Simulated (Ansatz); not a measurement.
## Structure search for Ti₄C₃

Computed with DFT PBE, scalar-relativistic, plane waves, PAW (Ansatz 0.2.0). Settings: cutoff 420 eV, Γ-centred meshes spaced at most about 0.3 Å⁻¹, and about 0.25 Å⁻¹ or finer for metals (2π included), Gaussian smearing. No spin polarisation.

Energies over the elements count from the elements' standard structures at the same level, with no fitted energy shifts.

Temperature and zero-point effects are left out. Larger cells and other orderings weren't all tried, so the list isn't exhaustive. The k mesh leaves some 4 meV/atom of noise in the energy of each metallic cell. The reference form of C is held partly by dispersion forces, which this level lacks.

Invented guesses were relaxed alike, and ends that match in structure were merged. ΔE counts from the first row. Coordination counts C atoms around Ti (those within 1.25 times the shortest such distance or 1.15 times the sum of covalent radii, 1.27 where that leaves under three; a plus sign parts nearer from farther groups; a slash parts the counts of unlike sites). The ends were matched against large subsets of the Crystallography Open Database and the Materials Project, so a missing match doesn't prove that a structure is unreported.

```csv
#,reached from,type and space group,atoms,Å³/atom,coordination,ΔE (meV/atom),gap on mesh (eV),in databases,checks
1,a cell proposed by chemical analogy,R-3m (No. 166),7,11.6,Ti 3/6,0,0.00,no match,-
2,random cell,Pmmm (No. 47),7,11.6,Ti 4/6,9,0.00,no match,-
3,Nb4N3 type (I4/mmm),I4/mmm (No. 139),7,11.5,Ti 4/5,12,0.00,no match,-
4,Te4Rh3 type (C2/m),C2/m (No. 12),7,11.6,Ti 4/5,38,0.00,no match,-
5,ordered vacancies on the anion sites of rock salt,Pm-3m (No. 221),7,11.4,Ti 4/6,57,0.00,no match,no imaginary mode on a 2×2×2 q mesh
6,a cell proposed by chemical analogy,I-43d (No. 220),14,10.6,Ti 3+3,139,0.00,no match,-
```

The lowest: Space group R-3m (No. 166), trigonal, a = 3.095 Å, c = 29.335 Å. Ti on its first site is surrounded by 3 C at 2.07 Å; around Ti on its second site lie 6 C at 2.15–2.24 Å; around C on a site of symmetry 3m lie 3 Ti at 2.07 Å and 3 Ti at 2.24 Å; C on a site of symmetry -3m has 6 Ti at 2.15 Å. Its energy over the elements is −0.76 eV/atom. Whether it is stable depends on the other phases of the system, which aren't compared here. An observed structure of this formula, if there is one, may be missing.

```
Ti C
1.0
     1.54731    0.89334    9.77834
    -1.54731    0.89334    9.77834
     0.00000   -1.78668    9.77834
Ti C
4 3
Direct
  0.12220 0.12220 0.12220
  0.62605 0.62605 0.62605
  0.87780 0.87780 0.87780
  0.37395 0.37395 0.37395
  0.75323 0.75323 0.75323
  0.00000 0.00000 0.00000
  0.24677 0.24677 0.24677
```

The second: Space group Pmmm (No. 47), orthorhombic, a = 3.066 Å, b = 4.302 Å, c = 6.147 Å. Ti on a site of symmetry mmm has 6 C at 2.15–2.19 Å; Ti on a site of symmetry mm2 is surrounded by 4 C at 2.10–2.15 Å and 5 Ti at 2.87–3.01 Å; Ti on a second site of symmetry mmm is surrounded by 4 C at 2.15 Å; C on a site of symmetry mm2 has 6 Ti at 2.15–2.19 Å; 1 more site not described. Counting C atoms around Ti, the first has Ti 3/6 and the second has Ti 4/6. Shaken at random and relaxed again, row 5 came back. Cells without such a test can be saddle points. Some types were kept out of the candidates beforehand, so the set may lack a known form.
